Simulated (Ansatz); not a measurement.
## GeTe (alpha-GeTe type, space group R3m): frozen-phonon scan

Starting cell, GeTe (alpha-GeTe type, space group R3m):

```
CELL_PARAMETERS angstrom
      4.18701     2.41737     7.37359
     -2.09351     1.20869     3.68680
      0.00000    -2.41737     3.68680
ATOMIC_POSITIONS crystal
  Ge 0.11592 0.23184 0.23184
  Ge 0.61592 0.23184 0.23184
  Te 0.38408 0.76816 0.76816
  Te 0.88408 0.76816 0.76816
```

The atoms are displaced by Q × the pattern below (from a DFPT mode at L = (0.5, 0.0, 0.0), largest move 1; Q in Å), at fixed cell. (q is in reciprocal vectors of the primitive cell; the cell shown is doubled to hold the pattern.)

```csv
atom,x,y,z
Ge1,0.789,0.455,0.413
Ge2,-0.789,-0.455,-0.413
Te3,0.088,0.051,0.347
Te4,-0.088,-0.051,-0.347
```

Calculation: r2SCAN (plane waves to 500 eV, PAW, scalar-relativistic; Ansatz, an electronic-structure program). k mesh 5×10×10 (Γ-centred), Fermi-Dirac smearing 0.05 eV. The energy includes the smearing's −TS. Stress and pressure are positive under compression. GeTe was relaxed with its symmetry unable to fall. Spin-orbit coupling is left out, though Te is heavy. The zero of ΔE is the undisplaced structure.

| Q (Å) | ΔE (meV/cell) | P (GPa) | −dE/dQ from forces (eV/Å) |
|---|---|---|---|
| -0.280 | 804 | 2.08 | 5.599 |
| -0.233 | 563 | 1.45 | 4.739 |
| -0.187 | 362 | 0.93 | 3.839 |
| -0.140 | 205 | 0.53 | 2.908 |
| -0.093 | 91 | 0.23 | 1.952 |
| -0.047 | 23 | 0.06 | 0.980 |
| 0.000 | 0 | 0.00 | 0.000 |
| 0.047 | 23 | 0.06 | -0.980 |
| 0.093 | 91 | 0.23 | -1.952 |
| 0.140 | 205 | 0.53 | -2.908 |
| 0.187 | 362 | 0.93 | -3.839 |
| 0.233 | 563 | 1.45 | -4.739 |
| 0.280 | 804 | 2.08 | -5.599 |

Summary:

The energy at Q = 0.280 Å comes out as 804 meV/cell. Space group of the distorted cell: Cm (No. 8), lowered from R3m. Symmetry of the curve: even: the same for both signs. Shape of the curve: a single well with its minimum at or next to zero displacement. Harmonic wavenumber from the curvature (finite differences): 179 cm⁻¹. Wavenumber by perturbation theory (DFPT, on another k mesh): 179 cm⁻¹.

(A displaced cell: forces are minus the slopes of the energy, force constants its curvatures, and phonons follow from these.)
